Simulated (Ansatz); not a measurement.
Geometry optimisation, DFT LDA, scalar-relativistic, plane waves, PAW in Ansatz.

Input file:

```yaml
crystal:
  lattice:
    - [0.0, 5.2812, 5.2812]
    - [5.2812, 0.0, 5.2812]
    - [5.2812, 5.2812, 0.0]
  atoms:
    - { symbol: Ca, position: [0.0, 0.0, 0.0] }
    - { symbol: F, position: [0.125, 0.125, 0.125] }
    - { symbol: F, position: [0.375, 0.375, 0.375] }
    - { symbol: Ca, position: [0.0, 0.0, 0.5] }
    - { symbol: F, position: [0.125, 0.125, 0.625] }
    - { symbol: F, position: [0.375, 0.375, 0.875] }
    - { symbol: Ca, position: [0.0, 0.5, 0.0] }
    - { symbol: F, position: [-0.125, 0.875, -0.125] }
    - { symbol: F, position: [0.375, 0.875, 0.375] }
    - { symbol: Ca, position: [0.0, 0.5, 0.5] }
    - { symbol: F, position: [0.125, 0.625, 0.625] }
    - { symbol: F, position: [0.375, 0.875, 0.875] }
    - { symbol: Ca, position: [0.5, 0.0, 0.0] }
    - { symbol: F, position: [0.625, 0.125, 0.125] }
    - { symbol: F, position: [0.875, 0.375, 0.375] }
    - { symbol: Ca, position: [0.5, 0.0, 0.5] }
    - { symbol: F, position: [0.625, 0.125, 0.625] }
    - { symbol: F, position: [0.875, 0.375, 0.875] }
    - { symbol: Ca, position: [0.5, 0.5, 0.0] }
    - { symbol: F, position: [0.625, 0.625, 0.125] }
    - { symbol: F, position: [0.875, 0.875, 0.375] }
    - { symbol: Ca, position: [0.5, 0.5, 0.5] }
    - { symbol: F, position: [0.625, 0.625, 0.625] }
total_charge: -1
basis:
  ecutwfc: 420.0
kpoints:
  mp_grid: { grid: [2, 2, 2] }
hamiltonian:
  xc: lda
  pseudopotentials: { kind: paw, azcp: { folder: soft_1 } }
scf:
  occupations: { method: gaussian, width: 0.02 }
  lower_state_search: "off"
relax:
  f_tol: 0.03
  max_steps: 60
  adjacent_minimum: "off"
output:
  write_density: true
  write_potential: true
  elf: true
  volumetric_format: npy
```

Run as:

```bash
$ ansatz run input.yaml --threads 2 --pin off --max-ram 5120MiB --backend cpu --events-out ev --progress --plain --runs-dir out
```

**Question.** Where does it end, and by what steps?

**Answer.** It converged. Limits of this set-up: PAW files made for another functional, charged cell in a uniform background, uncorrected. After 2 steps the energy has fallen by 0.189 eV; F3 moved furthest, 0.06 Å.

```
step  energy less start (eV)  largest force component (eV/Å)  accepted
   0                  0.0000                           0.550       yes
   1                 -0.1766                           0.118       yes
   2                 -0.1888                           0.019       yes
```

```xyz
23
Lattice="0.0000 5.2812 5.2812 5.2812 0.0000 5.2812 5.2812 5.2812 0.0000" Properties=species:S:1:pos:R:3
Ca -0.030 0.030 -0.030
F 1.320 1.325 1.320
F 3.961 4.025 3.961
Ca 2.636 2.645 0.004
F 3.956 3.961 1.320
F 6.537 6.601 3.961
Ca 2.671 0.030 2.671
F 3.961 -1.385 3.961
F 6.601 3.961 6.601
Ca 5.251 2.611 2.671
F 6.601 3.961 3.966
F 9.242 6.601 6.666
Ca 0.004 2.645 2.636
F 1.320 3.961 3.956
F 3.961 6.601 6.537
Ca 2.636 5.277 2.636
F 3.961 6.601 3.961
F 6.601 9.242 6.601
Ca 2.671 2.611 5.251
F 3.966 3.961 6.601
F 6.666 6.601 9.242
Ca 5.286 5.277 5.286
F 6.601 6.597 6.601
```

Time of the run: 8 s on 2 threads of AMD EPYC 7B13 (Zen 3), on a shared host, peak memory 0.7 GiB.
